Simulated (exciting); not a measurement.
# Os (P6_3/mmc) in exciting: single point with PBE

Aim: the single point of Os with PBE.

All numbers are computed with exciting (release sodium); they aren't measurements. Logs are shortened: lines on timing, memory, paths and dates and some standing lists are left out, and cuts for length are marked.

**1. Starting point**

It takes space group P6_3/mmc (No. 194, hexagonal). The conventional cell has a = 2.734 Å, b = 2.734 Å, c = 4.320 Å, α = 90.00°, β = 90.00°, γ = 120.00°. Around Os (site symmetry -6m2) lie 12 Os at 2.68 to 2.73 Å.

**2. Single point, PBE**

Contents of input.xml:

```xml
<input>
  <title>Os</title>
  <structure speciespath="./" tshift="false">
    <crystal scale="1">
      <basevect>5.166700197339 0.000000000000 0.000000000000</basevect>
      <basevect>-2.583350098670 4.474493624658 0.000000000000</basevect>
      <basevect>0.000000000000 0.000000000000 8.163049940546</basevect>
    </crystal>
    <species speciesfile="Os.xml" rmt="2.3">
      <atom coord="0.666666666700 0.333333333300 0.750000000000"/>
      <atom coord="0.333333333300 0.666666666700 0.250000000000"/>
    </species>
  </structure>
  <groundstate do="fromscratch" ngridk="11 11 6" rgkmax="9" gmaxvr="14" lmaxapw="10" lmaxmat="10" lmaxvr="8" xctype="GGA_PBE" stype="Gaussian" swidth="0.00040424" nempty="18" ValenceRelativity="iora*" epsengy="1e-05" epspot="1e-05" maxscl="60" tforce="true" outputlevel="low"/>
</input>
```

Potentials or basis: all-electron LAPW+lo, shipped species files, valence relativity iora*.

Started as:

```console
OMP_NUM_THREADS=1 exciting_smp
```

INFO.OUT:

```text
================================================================================
EXCITING SODIUM started
[... 10 lines left out ...]

 Lattice vectors (cartesian) :
      5.1667001973      0.0000000000      0.0000000000
     -2.5833500987      4.4744936247      0.0000000000
      0.0000000000      0.0000000000      8.1630499405

 Reciprocal lattice vectors (cartesian) :
      1.2160924898      0.7021113264     -0.0000000000
      0.0000000000      1.4042226527      0.0000000000
      0.0000000000     -0.0000000000      0.7697105069

 Unit cell volume                           :     188.7163851282
 Brillouin zone volume                      :       1.3144074017

 Species :    1 (Os)
     parameters loaded from                 :    Os.xml
     name                                   :    osmium

     atomic positions (lattice) :
       1 :   0.66666667  0.33333333  0.75000000
       2 :   0.33333333  0.66666667  0.25000000

 Total number of atoms per unit cell        :       2

 Spin treatment                             :    spin-unpolarised

 Number of Bravais lattice symmetries       :      24
 Number of crystal symmetries               :      12

 k-point grid                               :      11   11    6
 Total number of k-points                   :      84
 k-point set is reduced with crystal symmetries

 R^MT_min * |G+k|_max (rgkmax)              :       9.00000000

 G-vector grid sizes                        :      24    24    40
 Total number of G-vectors                  :    8785

 Total nuclear charge                       :    -152.00000000
 Total electronic charge                    :     152.00000000

 Number of empty states                     :      18
 Total number of valence states             :      49

 Exchange-correlation type                  :      20
     Perdew-Burke-Ernzerhof, Phys. Rev. Lett. 77, 3865 (1996)
     Generalised gradient approximation (GGA)

 Smearing scheme                            :    Gaussian
 Smearing width                             :       0.00040424

++++++++++++++++++++++++++++++++++++++++++++++++++++++++++++++++++++++++++++++++
+ Ending initialization                                                        +
++++++++++++++++++++++++++++++++++++++++++++++++++++++++++++++++++++++++++++++++

********************************************************************************
* Groundstate module started                                                   *
********************************************************************************
 Output level for this task is set to low

++++++++++++++++++++++++++++++++++++++++++++++++++++++++++++++++++++++++++++++++
[... 5 lines left out ...]
+ SCF iteration number :    1                                                  +
++++++++++++++++++++++++++++++++++++++++++++++++++++++++++++++++++++++++++++++++
 Total energy                               :    -34535.62844409
 _______________________________________________________________
 Fermi energy                               :         0.64864973
 DOS at Fermi energy (states/Ha/cell)       :        75.31971585
 Electron charge: Core leakage              :         0.00000329

++++++++++++++++++++++++++++++++++++++++++++++++++++++++++++++++++++++++++++++++
+ SCF iteration number :    2                                                  +
++++++++++++++++++++++++++++++++++++++++++++++++++++++++++++++++++++++++++++++++
 Total energy                               :    -34553.02636887
 _______________________________________________________________
 Fermi energy                               :         0.63570438
 DOS at Fermi energy (states/Ha/cell)       :        65.92977990
 Electron charge: Core leakage              :         0.00000320

 RMS change in effective potential (target) :  0.300610E-01  ( 0.100000E-04)
 Absolute change in total energy   (target) :   17.3979      ( 0.100000E-04)
 Charge distance                   (target) :  0.217406E-02  ( 0.100000E-04)
 Abs. change in max-nonIBS-force   (target) :  0.706389E-04  ( 0.500000E-04)

++++++++++++++++++++++++++++++++++++++++++++++++++++++++++++++++++++++++++++++++
+ SCF iteration number :    3                                                  +
++++++++++++++++++++++++++++++++++++++++++++++++++++++++++++++++++++++++++++++++
 Total energy                               :    -34560.13165789
 _______________________________________________________________
 Fermi energy                               :         0.62807885
 DOS at Fermi energy (states/Ha/cell)       :        82.99416021
 Electron charge: Core leakage              :         0.00000316

 RMS change in effective potential (target) :  0.150096E-01  ( 0.100000E-04)
 Absolute change in total energy   (target) :   7.10529      ( 0.100000E-04)
 Charge distance                   (target) :  0.112969E-02  ( 0.100000E-04)
 Abs. change in max-nonIBS-force   (target) :  0.122693E-04  ( 0.500000E-04)

++++++++++++++++++++++++++++++++++++++++++++++++++++++++++++++++++++++++++++++++
+ SCF iteration number :    4                                                  +
++++++++++++++++++++++++++++++++++++++++++++++++++++++++++++++++++++++++++++++++
 Total energy                               :    -34564.36730795
 _______________________________________________________________
 Fermi energy                               :         0.61716752
 DOS at Fermi energy (states/Ha/cell)       :        85.79918954
 Electron charge: Core leakage              :         0.00000315
[... 127 lines left out ...]
 RMS change in effective potential (target) :  0.966923E-08  ( 0.100000E-04)
 Absolute change in total energy   (target) :  0.121261E-04  ( 0.100000E-04)
 Charge distance                   (target) :  0.311858E-08  ( 0.100000E-04)
 Abs. change in max-nonIBS-force   (target) :  0.453784E-08  ( 0.500000E-04)

++++++++++++++++++++++++++++++++++++++++++++++++++++++++++++++++++++++++++++++++
+ SCF iteration number :   14                                                  +
++++++++++++++++++++++++++++++++++++++++++++++++++++++++++++++++++++++++++++++++
 Total energy                               :    -34563.94153917
 _______________________________________________________________
 Fermi energy                               :         0.61706186
 DOS at Fermi energy (states/Ha/cell)       :        86.42492486
 Electron charge: Core leakage              :         0.00000315

 RMS change in effective potential (target) :  0.584653E-08  ( 0.100000E-04)
 Absolute change in total energy   (target) :  0.471361E-05  ( 0.100000E-04)
 Charge distance                   (target) :  0.216836E-08  ( 0.100000E-04)
 Abs. change in max-nonIBS-force   (target) :  0.933569E-09  ( 0.500000E-04)

++++++++++++++++++++++++++++++++++++++++++++++++++++++++++++++++++++++++++++++++
+ SCF iteration number :   15                                                  +
++++++++++++++++++++++++++++++++++++++++++++++++++++++++++++++++++++++++++++++++
 Total energy                               :    -34563.94154089
 _______________________________________________________________
 Fermi energy                               :         0.61706186
 DOS at Fermi energy (states/Ha/cell)       :        86.42507511
 Electron charge: Core leakage              :         0.00000315

 RMS change in effective potential (target) :  0.174128E-08  ( 0.100000E-04)
 Absolute change in total energy   (target) :  0.172153E-05  ( 0.100000E-04)
 Charge distance                   (target) :  0.147224E-08  ( 0.100000E-04)
 Abs. change in max-nonIBS-force   (target) :   0.00000      ( 0.500000E-04)

++++++++++++++++++++++++++++++++++++++++++++++++++++++++++++++++++++++++++++++++
| Convergency criteria checked for the last 2 iterations                       +
| Convergence targets achieved. Performing final SCF iteration                 +
++++++++++++++++++++++++++++++++++++++++++++++++++++++++++++++++++++++++++++++++
 Total energy                               :    -34563.94154091
 _______________________________________________________________
 Fermi energy                               :         0.61706186
 DOS at Fermi energy (states/Ha/cell)       :        86.42500049
 Electron charge: Core leakage              :         0.00000315

++++++++++++++++++++++++++++++++++++++++++++++++++++++++++++++++++++++++++++++++
+ Self-consistent loop stopped                                                 +
++++++++++++++++++++++++++++++++++++++++++++++++++++++++++++++++++++++++++++++++
 STATE.OUT is written

--------------------------------------------------------------------------------
- Writing atomic positions and forces                                          -
--------------------------------------------------------------------------------

 Atomic positions (lattice) :
 atom     1  Os  :     0.66666667    0.33333333    0.75000000
 atom     2  Os  :     0.33333333    0.66666667    0.25000000

 Total atomic forces including IBS (cartesian) :
 atom     1  Os  :     0.00000000    0.00000000   -0.00002008
 atom     2  Os  :     0.00000000   -0.00000000    0.00002008

 Atomic force components including IBS (cartesian) :
 atom     1  Os  :     0.00000000   -0.00000000   -0.00001834   HF force
                 :     0.00000000    0.00000000   -0.00001499   core correction
                 :     0.00000000   -0.00000000    0.00001325   IBS correction
 atom     2  Os  :    -0.00000000    0.00000000    0.00001834   HF force
                 :    -0.00000000   -0.00000000    0.00001499   core correction
                 :     0.00000000    0.00000000   -0.00001325   IBS correction

********************************************************************************
* Groundstate module stopped                                                   *
********************************************************************************

--------------------------------------------------------------------------------
- CAUTION! Warnings have been written in file WARNING.OUT !                    -
--------------------------------------------------------------------------------
================================================================================
| EXCITING SODIUM stopped                                                      =
================================================================================
```

It took 1.8 min on 1 thread of Arm Neoverse V2, shared host; peak memory 0.13 GiB.

What came out:

```yaml
Free_energy: -940532.7636 eV
Band_gap_on_the_k_mesh: none (metal or under the smearing width)
```

Levels at points of the mesh, in eV from the Fermi level:
| k point | band 26 | band 27 | band 28 | band 29 | band 30 | band 31 | band 32 | band 33 | band 34 | band 35 |
| --- | --- | --- | --- | --- | --- | --- | --- | --- | --- | --- |
| (0.00, 0.00, 0.00) | -3.00 | -2.74 | -2.15 | -2.15 | -1.50 | -1.50 | 0.13 | 1.77 | 1.77 | 9.15 |
| (0.00, 0.00, 0.50) | -3.52 | -3.19 | -3.19 | -3.19 | -3.19 | 0.97 | 0.97 | 0.97 | 0.97 | 13.28 |

Spin-orbit coupling is left out, which matters for the levels of Os.
